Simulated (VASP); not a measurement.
Here is a VASP 6.6.1 calculation.

INCAR

```
SYSTEM = In
PREC     = Accurate       ! precision mode
ENCUT    = 520            ! plane-wave cutoff, eV
EDIFF    = 1E-7           ! SCF threshold, eV
ISMEAR   = -1             ! smearing method
SIGMA    = 0.05           ! smearing width, eV
LREAL    = .False.        ! projectors in reciprocal space
LASPH    = .True.         ! aspherical terms in the spheres
NELM     = 60             ! most SCF steps
ALGO     = Normal         ! electronic algorithm
ISIF     = 2              ! what is computed and relaxed
LWAVE    = .False.        ! write WAVECAR
LCHARG   = .False.        ! write CHGCAR
GGA      = PS             ! functional
NBANDS   = 12             ! bands
```

File KPOINTS:

```
Automatic mesh
0
Gamma
  11 11 11
  0 0 0
```

File POSCAR:

```
In
1.0
   -1.6429890000      1.5767760000      2.4320890000
    1.6580180000     -1.6317970000      2.4781180000
    1.6519890000      1.6407960000     -2.4682430000
In
1
Direct
   -0.0085280000      0.0031470000     -0.0000280000
```

Potentials or basis: VASP PAW PBE potentials, release 64 (In_d).

Launch:

```sh
$ cat potpaw_PBE.64/In_d/POTCAR > POTCAR
$ mpirun -np 1 vasp_std > vasp.out
```

Q: What does it give for the band gap on the k mesh?

A: None (metal or under the smearing width).

Q: Estimate the pressure.

A: -1.0 GPa.

Stress tensor (GPa, compression positive):
```
-1.20 -0.01 -0.02
-0.01 -0.22  0.24
-0.02  0.24 -1.44
```

Caveat: the PAW data sets were made with another functional, which shifts forces and pressure a little.
